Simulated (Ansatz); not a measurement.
**SiC: the crystal squeezed far**

One table from this session's results is given with a row withheld; the runs are named, their logs left out.

Program: Ansatz 0.2.0. Level of theory: DFT LDA, with the methods named in each step. These are calculated values, not measurements.

## The starting structure

Symmetry: Fm-3m, No. 225, cubic system. Conventional cell: a = 4.309 Å, b = 4.309 Å, c = 4.309 Å, α = 90.00°, β = 90.00°, γ = 90.00°. Si (site symmetry m-3m) has 6 C at 2.15 Å as nearest neighbours. Around C (site symmetry m-3m) lie 6 Si at 2.15 Å.

Coordinates:

```xyz
2
Lattice="0.0000 2.1544 2.1544 2.1544 0.0000 2.1544 2.1544 2.1544 0.0000" Properties=species:S:1:pos:R:3 pbc="T T T"
Si    0.0000    0.0000    0.0000
C     2.1544    2.1544    2.1544
```

Whether this phase is the stable one at these pressures isn't tested.

Atoms are numbered in the order of the input: Si1, C2.

The first run:

input.yaml

```yaml
crystal:
  lattice:
    - [0.0, 2.15443469, 2.15443469]
    - [2.15443469, 0.0, 2.15443469]
    - [2.15443469, 2.15443469, 0.0]
  atoms:
    - { symbol: Si, position: [0.0, 0.0, 0.0] }
    - { symbol: C, position: [0.5, 0.5, 0.5] }
kpoints:
  mp_grid: { grid: [15, 15, 15] }
scf:
  occupations: { method: fermi_dirac, width: 0.05 }
hamiltonian:
  xc: lda
  pseudopotentials: { kind: paw }
output:
  forces: true
  stress: true
relax:
  f_tol: 0.005
  max_steps: 40
  cell: {}
```

Launch:

```sh
ansatz run input.yaml --threads 1 --pin off --max-ram 2048MiB --backend cpu --events-out ev --progress --plain --runs-dir out
```

Among the steps run: Cell relaxed at zero pressure, PAW; More of the same log: cell relaxed at zero pressure; Volume scaled by 1, PAW; Volume scaled by 0.94, PAW; Volume scaled by 0.88, PAW; Volume scaled by 0.8, PAW; Volume scaled by 0.72, PAW; Volume scaled by 0.64, PAW; Volume scaled by 0.55, PAW; Volume scaled by 0.55, PAW (source ansatz).

One table of the session follows, with a row left open; its other results are not shown here.

| method | volume over the first | volume (Å³/atom) | pressure (GPa) |
| --- | --- | --- | --- |
| PAW | 1 | 8.043 | 0.01 |
| PAW | 0.94 | 7.561 | 18.71 |
| PAW | 0.88 | 7.078 | 45.39 |
| PAW | 0.8 | 6.435 | 97.54 |
| PAW | 0.72 | ? | ? |
| PAW | 0.64 | 5.148 | 302.28 |
| PAW | 0.55 | 4.424 | 536.08 |
| PAW (source ansatz) | 0.55 | 4.424 | 533.77 |

Estimate the missing values for PAW, 0.72.

**Answer.** volume (Å³/atom): 5.791; pressure (GPa): 177.48. In the column «volume (Å³/atom)» it lies between PAW, 0.64 (5.148) and PAW, 0.8 (6.435).
